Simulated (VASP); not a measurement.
Here is a VASP 6.6.1 calculation.

Contents of INCAR:

```
SYSTEM = Cu2O
ALGO = Normal
EDIFF = 1E-6
ENCUT = 520
ISIF = 2
ISMEAR = 0
KPAR = 2
LASPH = .TRUE.
LCHARG = .FALSE.
LMAXMIX = 4
LMIXTAU = .TRUE.
LREAL = .FALSE.
LWAVE = .FALSE.
METAGGA = R2SCAN
NBANDS = 37
NELM = 80
PREC = Accurate
SIGMA = 0.03
```

The input KPOINTS:

```
k-points
0
G
  6 6 6
  0 0 0
```

File POSCAR:

```
Cu2O                                    
1.0
    4.2311326687      0.0000000000      0.0000000000
    0.0000000000      4.2311326687      0.0000000000
    0.0000000000      0.0000000000      4.2311326687
  Cu              O             
     4     2
Direct
     0.2500000000000000    0.2500000000000000    0.2500000000000000
     0.2500000000000000    0.7500000000000000    0.7500000000000000
     0.7500000000000000    0.7500000000000000    0.2500000000000000
     0.7500000000000000    0.2500000000000000    0.7500000000000000
     0.0000000000000000    0.0000000000000000    0.0000000000000000
     0.5000000000000000    0.5000000000000000    0.5000000000000000
```

The input KPOINTS_OPT:

```
explicit points
94
Reciprocal
 0.0000000000  0.0000000000  0.0000000000 1
 0.0000000000  0.0357142857  0.0000000000 1
 0.0000000000  0.0714285714  0.0000000000 1
 0.0000000000  0.1071428571  0.0000000000 1
 0.0000000000  0.1428571429  0.0000000000 1
 0.0000000000  0.1785714286  0.0000000000 1
 0.0000000000  0.2142857143  0.0000000000 1
 0.0000000000  0.2500000000  0.0000000000 1
 0.0000000000  0.2857142857  0.0000000000 1
 0.0000000000  0.3214285714  0.0000000000 1
 0.0000000000  0.3571428571  0.0000000000 1
 0.0000000000  0.3928571429  0.0000000000 1
 0.0000000000  0.4285714286  0.0000000000 1
 0.0000000000  0.4642857143  0.0000000000 1
 0.0000000000  0.5000000000  0.0000000000 1
 0.0000000000  0.5000000000  0.0000000000 1
 0.0357142857  0.5000000000  0.0000000000 1
 0.0714285714  0.5000000000  0.0000000000 1
 0.1071428571  0.5000000000  0.0000000000 1
 0.1428571429  0.5000000000  0.0000000000 1
 0.1785714286  0.5000000000  0.0000000000 1
 0.2142857143  0.5000000000  0.0000000000 1
 0.2500000000  0.5000000000  0.0000000000 1
 0.2857142857  0.5000000000  0.0000000000 1
 0.3214285714  0.5000000000  0.0000000000 1
 0.3571428571  0.5000000000  0.0000000000 1
 0.3928571429  0.5000000000  0.0000000000 1
 0.4285714286  0.5000000000  0.0000000000 1
 0.4642857143  0.5000000000  0.0000000000 1
 0.5000000000  0.5000000000  0.0000000000 1
 0.5000000000  0.5000000000  0.0000000000 1
 0.4642857143  0.4642857143  0.0000000000 1
 0.4285714286  0.4285714286  0.0000000000 1
 0.3928571429  0.3928571429  0.0000000000 1
 0.3571428571  0.3571428571  0.0000000000 1
 0.3214285714  0.3214285714  0.0000000000 1
 0.2857142857  0.2857142857  0.0000000000 1
 0.2500000000  0.2500000000  0.0000000000 1
 0.2142857143  0.2142857143  0.0000000000 1
 0.1785714286  0.1785714286  0.0000000000 1
 0.1428571429  0.1428571429  0.0000000000 1
 0.1071428571  0.1071428571  0.0000000000 1
 0.0714285714  0.0714285714  0.0000000000 1
 0.0357142857  0.0357142857  0.0000000000 1
 0.0000000000  0.0000000000  0.0000000000 1
 0.0000000000  0.0000000000  0.0000000000 1
 0.0357142857  0.0357142857  0.0357142857 1
 0.0714285714  0.0714285714  0.0714285714 1
 0.1071428571  0.1071428571  0.1071428571 1
 0.1428571429  0.1428571429  0.1428571429 1
 0.1785714286  0.1785714286  0.1785714286 1
 0.2142857143  0.2142857143  0.2142857143 1
 0.2500000000  0.2500000000  0.2500000000 1
 0.2857142857  0.2857142857  0.2857142857 1
 0.3214285714  0.3214285714  0.3214285714 1
 0.3571428571  0.3571428571  0.3571428571 1
 0.3928571429  0.3928571429  0.3928571429 1
 0.4285714286  0.4285714286  0.4285714286 1
 0.4642857143  0.4642857143  0.4642857143 1
 0.5000000000  0.5000000000  0.5000000000 1
 0.5000000000  0.5000000000  0.5000000000 1
 0.4642857143  0.5000000000  0.4642857143 1
 0.4285714286  0.5000000000  0.4285714286 1
 0.3928571429  0.5000000000  0.3928571429 1
 0.3571428571  0.5000000000  0.3571428571 1
 0.3214285714  0.5000000000  0.3214285714 1
 0.2857142857  0.5000000000  0.2857142857 1
 0.2500000000  0.5000000000  0.2500000000 1
 0.2142857143  0.5000000000  0.2142857143 1
 0.1785714286  0.5000000000  0.1785714286 1
 0.1428571429  0.5000000000  0.1428571429 1
 0.1071428571  0.5000000000  0.1071428571 1
 0.0714285714  0.5000000000  0.0714285714 1
 0.0357142857  0.5000000000  0.0357142857 1
 0.0000000000  0.5000000000  0.0000000000 1
 0.5000000000  0.5000000000  0.0000000000 1
 0.5000000000  0.5000000000  0.0357142857 1
 0.5000000000  0.5000000000  0.0714285714 1
 0.5000000000  0.5000000000  0.1071428571 1
 0.5000000000  0.5000000000  0.1428571429 1
 0.5000000000  0.5000000000  0.1785714286 1
 0.5000000000  0.5000000000  0.2142857143 1
 0.5000000000  0.5000000000  0.2500000000 1
 0.5000000000  0.5000000000  0.2857142857 1
 0.5000000000  0.5000000000  0.3214285714 1
 0.5000000000  0.5000000000  0.3571428571 1
 0.5000000000  0.5000000000  0.3928571429 1
 0.5000000000  0.5000000000  0.4285714286 1
 0.5000000000  0.5000000000  0.4642857143 1
 0.5000000000  0.5000000000  0.5000000000 1
 0.0000000000  0.0000000000  0.0000000000 1
 0.5000000000  0.5000000000  0.0000000000 1
 0.5000000000  0.5000000000  0.5000000000 1
 0.0000000000  0.5000000000  0.0000000000 1
```

Potentials or basis: VASP PAW PBE potentials, release 64 (Cu, O).

Launch:

```sh
$ cat potpaw_PBE.64/Cu/POTCAR potpaw_PBE.64/O/POTCAR > POTCAR
$ mpirun -np 2 vasp_std > vasp.out
```

**Question.** Estimate the band gap along the path.

**Answer.** 0.81 eV, direct.

**Question.** What does it give for the band gap on the k mesh?

**Answer.** 0.81 eV, direct.

**Question.** Estimate the pressure.

**Answer.** 2.6 GPa.

Levels at the corners of the path, in eV from the valence-band top:
```tsv
point	band 25	band 26	band 27	band 28	band 29	band 30	band 31	band 32
Γ	-1.70	0.00	0.00	0.00	0.81	1.44	1.44	8.59
X	-1.32	-1.32	-0.39	-0.39	2.58	2.58	4.53	4.53
X	-1.32	-1.32	-0.39	-0.39	2.58	2.58	4.53	4.53
M	-1.33	-1.33	-0.68	-0.68	2.22	2.22	4.20	4.20
M	-1.33	-1.33	-0.68	-0.68	2.22	2.22	4.20	4.20
Γ	-1.70	0.00	0.00	0.00	0.81	1.44	1.44	8.59
Γ	-1.70	0.00	0.00	0.00	0.81	1.44	1.44	8.59
R	-0.96	-0.61	-0.61	-0.61	2.71	2.71	2.71	5.34
R	-0.96	-0.61	-0.61	-0.61	2.71	2.71	2.71	5.34
X	-1.32	-1.32	-0.39	-0.39	2.58	2.58	4.53	4.53
M	-1.33	-1.33	-0.68	-0.68	2.22	2.22	4.20	4.20
R	-0.96	-0.61	-0.61	-0.61	2.71	2.71	2.71	5.34
```

Caveat: the PAW data sets were made with another functional, which shifts forces and pressure a little.

**The experiment to reproduce.**

“Importance of surface oxygen vacancies for ultrafast hot carrier relaxation and transport in Cu2O”, 2021, arxiv:2103.03167 quotes, for a bulk crystal of Cu2O: band gap 2.17 eV (direct).

Against the measured gap of Cu2O, 2.17 eV (direct; quoted in “Importance of surface oxygen vacancies for ultrafast hot carrier relaxation and transport in Cu2O”, 2021, arxiv:2103.03167), the calculated 0.81 eV is off by -1.36 eV. So large a miss can be the level of theory's own, or it may mean another phase, state or a wrong row. The value is that of r2SCAN, without temperature or zero-point motion.
